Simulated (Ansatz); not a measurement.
# Nuclear-site quantities of InAs as the cell is scaled

```
CELL_PARAMETERS angstrom
0.00000 3.02400 3.02400
3.02400 0.00000 3.02400
3.02400 3.02400 0.00000
ATOMIC_POSITIONS crystal
In 0.00000 0.00000 0.00000
As 0.75000 0.75000 0.75000
```

Atom numbers follow the list: In1, As2.

The cell is COD entry 1537448, as deposited and not checked against the literature; nothing was relaxed. It is an old determination, and later ones may differ.

Spin–orbit coupling is left out, though it moves levels of the heavy atoms by tenths of an eV or more.

Method: Ansatz 0.2.0, DFT, PBE, all-electron PAW with datasets made for the crystal, scalar-relativistic.

Numerical set-up: a Γ-centred 10×10×10 k mesh, Fermi–Dirac smearing of 0.08 eV, cutoff 240 eV (chosen by the program for this cell), no spin polarisation.

The contact density is the mean electron density over the nuclear volume; its changes follow the s electrons' response to bonding and compression. Changes below are taken from the unscaled cell, where it is 1.13295e+06 e/Å³ at In1, 235568 e/Å³ at As2.

| V/V(cell) | P (GPa) | Δρ(0) In1 (e/Å³) | Δρ(0) As2 (e/Å³) |
| --- | --- | --- | --- |
| 0.9600 | 6.8 | ? | ? |
| 1.0000 | 3.9 | 0.00 | 0.00 |
| 1.0400 | 1.5 | ? | 1.55 |

Task: Fill in "Δρ(0) As2 (e/Å³)" for the row "0.9600".

Result: -1.58.

Task: Fill in "Δρ(0) In1 (e/Å³)" for the row "0.9600".

Result: -1.36.

Task: What belongs in the row "1.0400", column "Δρ(0) In1 (e/Å³)"?

Result: 1.65.

The datasets are made afresh for each cell, so very small changes are uncertain.
